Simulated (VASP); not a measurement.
## Si3N4: dielectric tensor with PBE

Crystal: Si3N4.

```
CELL_PARAMETERS angstrom
7.66004 0.00000 0.00000
-3.83002 6.63379 0.00000
0.00000 0.00000 2.92471
ATOMIC_POSITIONS crystal
Si 0.23118 0.82505 0.75000
Si 0.40613 0.23118 0.25000
Si 0.82505 0.59387 0.25000
Si 0.17495 0.40613 0.75000
Si 0.59387 0.76882 0.75000
Si 0.76882 0.17495 0.25000
N 0.33333 0.66667 0.75000
N 0.66667 0.33333 0.25000
N 0.96927 0.66999 0.75000
N 0.29928 0.96927 0.25000
N 0.66999 0.70072 0.25000
N 0.33001 0.29928 0.75000
N 0.03073 0.33001 0.25000
N 0.70072 0.03073 0.75000
```

The cell is a database's computed one.

```json
{"Program": "VASP 6.6.1", "Task": "dielectric tensor", "Functional": "PBE", "Potentials or basis": "VASP PAW PBE potentials, release 64 (Si, N)", "Cutoff": "450 eV", "k mesh": "5 × 5 × 11", "Occupations": "gaussian, width 0.02 eV", "Spin": "no spin polarisation", "Further INCAR settings": "ALGO = Fast; EDIFF = 1e-08; IBRION = 8"}
```

```
Band gap on the k mesh                                  : 4.25 eV, indirect (least direct gap 4.45 eV)
Electronic dielectric tensor (diagonal)                 : 4.24, 4.24, 4.32
Born charges (mean of the diagonal)                     : Si +3.35; N -2.53, -2.50 e
Highest phonon frequency at Γ, LO-TO splitting left out : 1028 cm⁻¹
```

Levels at points of the mesh, in eV from the valence-band top:
```csv
k point,band 29,band 30,band 31,band 32,band 33,band 34,band 35,band 36
"(0.00, 0.00, 0.00)",-1.27,-0.45,-0.40,-0.20,4.25,4.60,4.78,4.78
```

Phonon frequencies in cm⁻¹ (negative: imaginary):
```
              q point                                                                                                                                                           frequencies
(0.000, 0.000, 0.000)  0 0 0 178 178 198 219 219 242 263 297 297 357 394 410 410 432 432 442 539 549 549 596 596 631 704 826 835 835 838 838 853 864 864 896 896 908 994 994 1007 1007 1028
```

Electronic dielectric tensor:
```
4.24 0.00 0.00
0.00 4.24 0.00
0.00 0.00 4.32
```

Born effective charge tensors (e):
atom 1, Si
```
3.37 0.22 0.00
0.19 3.29 0.00
0.00 0.00 3.38
```
atom 2, Si
```
 3.14 -0.05  0.00
-0.08  3.53  0.00
 0.00  0.00  3.38
```
atom 3, Si
```
 3.49 -0.12  0.00
-0.15  3.18  0.00
 0.00  0.00  3.38
```
atom 4, Si
```
 3.49 -0.12  0.00
-0.15  3.18  0.00
 0.00  0.00  3.38
```
atom 5, Si
```
 3.14 -0.05  0.00
-0.08  3.53  0.00
 0.00  0.00  3.38
```
atom 6, Si
```
3.37 0.22 0.00
0.19 3.29 0.00
0.00 0.00 3.38
```
atom 7, N
```
-2.93 -0.06  0.00
 0.06 -2.93  0.00
 0.00  0.00 -1.72
```
atom 8, N
```
-2.93 -0.06  0.00
 0.06 -2.93  0.00
 0.00  0.00 -1.72
```
atom 9, N
```
-2.69 -0.70  0.00
-0.71 -2.02  0.00
 0.00  0.00 -2.80
```
atom 10, N
```
-1.57  0.06  0.00
 0.05 -3.14  0.00
 0.00  0.00 -2.80
```
atom 11, N
```
-2.80  0.65  0.00
 0.64 -1.91  0.00
 0.00  0.00 -2.80
```
atom 12, N
```
-2.80  0.65  0.00
 0.64 -1.91  0.00
 0.00  0.00 -2.80
```
atom 13, N
```
-2.69 -0.70  0.00
-0.71 -2.02  0.00
 0.00  0.00 -2.80
```
atom 14, N
```
-1.57  0.06  0.00
 0.05 -3.14  0.00
 0.00  0.00 -2.80
```

It took 14 min on 8 MPI ranks on AMD EPYC 9R45 (Zen 5), with other jobs on the host, peak memory 1.3 GiB a rank.

Caveat: an odd mesh through Γ misses points on the zone boundary, where band edges often lie.
